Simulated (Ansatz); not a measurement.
# Os under changes of volume

One of the cells (13.982 Å³/atom); the others are scaled copies at fixed shape and fractional positions:

```
CELL_PARAMETERS angstrom
2.73410 0.00000 0.00000
-1.36705 2.36780 0.00000
0.00000 0.00000 4.31970
ATOMIC_POSITIONS crystal
Os 0.66667 0.33333 0.75000
Os 0.33333 0.66667 0.25000
```

- Program: Ansatz 0.2.0
- Functional: PBE
- Potentials or basis: all-electron LAPW, scalar-relativistic
- Cutoff: 318 eV (chosen from the basis error)
- Basis error allowed: 0.0005 eV/atom
- k mesh: 11 × 11 × 6
- Occupations: fermi-dirac, width 0.05 eV
- Spin: no spin polarisation

```tsv
volume (Å³/atom)	energy over the lowest point (meV/atom)	pressure (GPa)
13.143	130.94	40.1
13.423	71.40	28.5
13.703	31.07	18.1
13.982	?	?
14.262	0.00	0.5
14.542	5.80	-6.9
14.821	23.79	-13.5
```

What does the run at 13.982 Å³/atom give?

Energy over the lowest point 7.88 meV/atom; pressure 8.8 GPa.

Worked out: A Birch-Murnaghan fit of order 3 (a polynomial in V^(-2/3)) to the other rows has its minimum at 14.28 Å³/atom with B0 = V·E''(V) = 397 GPa and B' = 4.7 at fixed shape and positions, which overstates the stiffness. It gives 7.92 meV/atom at 13.982 Å³/atom, against the run's 7.88, and -dE/dV = 8.8 GPa, against 8.8.

Energies are extrapolated to zero smearing.

The runs don't all hold the same shells in valence.
